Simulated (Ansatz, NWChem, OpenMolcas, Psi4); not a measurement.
## Computed against measured: atomisation enthalpy at 298 K

10 molecules, all hydrocarbons; the atomisation enthalpy at 298 K in kJ/mol, computed less measured. Shapes, held fixed at every level: PBE0-D4/def2-TZVP. Flexible molecules stand in one conformer, not always the lowest. Thermal terms are harmonic and unscaled (PBE0-D4/def2-TZVP); the spin-orbit lowering of the free atoms is taken from their spectra. Programs: Ansatz 0.2.0, NWChem 7.3.0, OpenMolcas 26.06, Psi4 1.11. A level may come from different programs for different species; with the same settings they agree closely. Measured values: Active Thermochemical Tables.

Levels: A = r2SCAN-D4/def2-TZVPP; B = B3LYP/6-31G* (spherical functions); C = CCSD(T)/def2-SVP; D = CCSD(T)/def2-TZVPP.

| molecule | from tabulated heats | A | B | C | D |
| --- | --- | --- | --- | --- | --- |
| CH4 (methane) | 1663 | -5 | +4 | -68 | -31 |
| C2H4 (ethylene) | 2253 | -5 | -10 | -93 | -54 |
| C3H3 (cyclopropenyl radical) | 2318 | +33 | -7 | -100 | -73 |
| C3H4 (propyne) | 2837 | -2 | -25 | -122 | -78 |
| C2H6 (ethane) | 2826 | -3 | +4 | -109 | -58 |
| C3H6 (propene) | 3438 | +1 | -10 | -136 | -81 |
| C3H6 (cyclopropane) | 3405 | +8 | -11 | -134 | -81 |
| C4H6 (2-butyne) | 4030 | +3 | -19 | -165 | -108 |
| C4H6 (cyclobutene) | 4019 | +1 | -23 | -165 | -109 |
| C4H8 (1-butene) | 4612 | +1 | -16 | -180 | -109 |

**Question.** Sum up the errors.

**Answer.** 
```
                             level                   kind  mean error  mean absolute error          worst case
              r2SCAN-D4/def2-TZVPP               meta-GGA        +3.2                  6.2                C3H3
B3LYP/6-31G* (spherical functions)          global hybrid       -11.3                 12.9                C3H4
                  CCSD(T)/def2-SVP  coupled cluster or CI      -127.2                127.2                C4H8
                CCSD(T)/def2-TZVPP  coupled cluster or CI       -78.2                 78.2  C4H6 (cyclobutene)
```

On this set r2SCAN-D4/def2-TZVPP has the smallest mean absolute error and CCSD(T)/def2-SVP the largest. B3LYP/6-31G* (spherical functions) is too low in 8 of 10; CCSD(T)/def2-SVP is too low in 10 of 10; CCSD(T)/def2-TZVPP is too low in 10 of 10. Heats of the atoms come from ATcT where it has them. The levels differ in basis as well as in method. For CCSD(T)/def2-SVP and CCSD(T)/def2-TZVPP the error tends to grow with the atomisation enthalpy. Correlated wave functions converge slowly with the basis. Open shells run unrestricted. The set is small.
